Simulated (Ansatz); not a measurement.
Runs of Ansatz 0.2.0 on HfB2. It takes space group P6/mmm (No. 191, hexagonal). The conventional cell has a = 3.140 Å, b = 3.140 Å, c = 3.480 Å, α = 90.00°, β = 90.00°, γ = 120.00°. Around Hf (site symmetry 6/mmm) lie 12 B at 2.51 Å. B (site symmetry -6m2) is surrounded by 3 B at 1.81 Å. 

| task | level | U | cell | k mesh | cutoff (eV) | smearing | hubbard projectors | double counting | points for each segment of the path | mesh quality | gap on the mesh (eV) | pressure (GPa) |
| --- | --- | --- | --- | --- | --- | --- | --- | --- | --- | --- | --- | --- |
| projected density of states | PBEsol+U | Hf d U = 3 eV | as given | 10 × 10 × 8 | 420 | fermi-dirac 0.05 eV | ortho-atomic (the default) | fll (the default) | - | not flagged | none | -1.4 |
| relaxation of cell and atoms | PBEsol | - | relaxed | 10 × 10 × 8 | 420 | fermi-dirac 0.05 eV | - | - | - | not flagged | - | 0.0 |
| projected density of states | PBEsol+U | Hf d U = 4 eV | as given | 10 × 10 × 8 | 420 | fermi-dirac 0.05 eV | ortho-atomic (the default) | fll (the default) | - | not flagged | none | -0.3 |
| band structure | HSE03 | - | as given | 5 × 5 × 4 | 420 | fermi-dirac 0.05 eV | - | - | 4 | coarse | none | - |
| band structure | r2SCAN | - | as given | 10 × 10 × 8 | 500 | fermi-dirac 0.05 eV | - | - | 14 | not flagged | none | (b) |
| single point | PBE | - | as given | 10 × 10 × 8 | 420 | gaussian 0.02 eV | - | - | - | not flagged | none | 1.4 |
| projected density of states | PBEsol+U | Hf d U = 6 eV | as given | 10 × 10 × 8 | 420 | fermi-dirac 0.05 eV | ortho-atomic (the default) | fll (the default) | - | not flagged | none | 2.1 |
| single point | PBE | - | as given | 10 × 10 × 8 | 420 | gaussian 0.011 eV | - | - | - | not flagged | none | 1.4 |
| projected density of states | PBEsol+U | Hf d U = 8 eV | as given | 10 × 10 × 8 | 420 | fermi-dirac 0.05 eV | ortho-atomic (the default) | fll (the default) | - | not flagged | none | (a) |
| single point | LDA+U | Hf d U = 5 eV | as given | 10 × 10 × 8 | 420 | fermi-dirac 0.05 eV | ortho-atomic (the default) | fll (the default) | - | not flagged | none | -5.1 |
| single point | PBE | - | as given | 10 × 10 × 8 | 420 | gaussian 0.014 eV | - | - | - | not flagged | none | 1.4 |
| single point | PBE | - | as given | 10 × 10 × 8 | 420 | gaussian 0.028 eV | - | - | - | not flagged | none | 1.4 |

Alike in all rows: potentials or basis Ansatz PAW; no spin polarisation.

Task: Fill in the values left out.

Result: (a) 4.7; (b) -0.6.

Caveats: some runs use coarse meshes; the PAW data sets come from PBE, with cores solved anew for the run's functional, which leaves a small shift of forces and pressure (some runs); U without spin polarisation on a metal has little footing (some runs); the U is typed as a test and isn't derived for this compound (some runs); the density of states is complete only up to the lowest level of the last band computed (some runs); the plane-wave basis is chosen anew once the cell has moved, so the energies of steps on either side of that aren't comparable (some runs).

A k mesh can miss the band edges, and the runs leave out spin-orbit coupling on Hf.

A gap of «none» marks a metal or a gap under the smearing width.

Not every run made on this cell is shown here.
